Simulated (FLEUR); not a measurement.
MnO:

```xyz
2
Lattice="0.0000 2.2239 2.2239 2.2239 0.0000 2.2239 2.2239 2.2239 0.0000" Properties=species:S:1:pos:R:3 pbc="T T T"
Mn    0.0000    0.0000    0.0000
O     2.2239    2.2239    2.2239
```

The cell is a database's computed one.

Base run:

* Program: FLEUR MaX-R8.1 (later development tree)
* Functional: r2SCAN
* Potentials or basis: all-electron
* Basis: FLAPW
* Kmax: 4.43 1/bohr
* k mesh: 10 × 10 × 10
* Occupations: fermi-dirac, width 0.05 eV
* Spin: collinear spin, ferromagnetic start
* Starting moments: [4.0, 0.0] μB

Its results: net moment 5.00 μB per cell; site moments Mn +4.50; O +0.25 μB.

**Question.** After a change of settings the same cell gave: net moment 4.79 μB per cell; site moments Mn +4.30; O +0.22 μB. Which change was it?
A. functional from r2SCAN to SCAN
B. functional from r2SCAN to LDA
C. functional from r2SCAN to PBE

**Answer.** C.

Caveats: a cell with one magnetic atom can't hold antiferromagnetic order, which such compounds often take; the meta-GGA is that of a development version, with a GGA for the radial functions and cores and without core tails (some runs).

Not every run made on this cell is shown here.
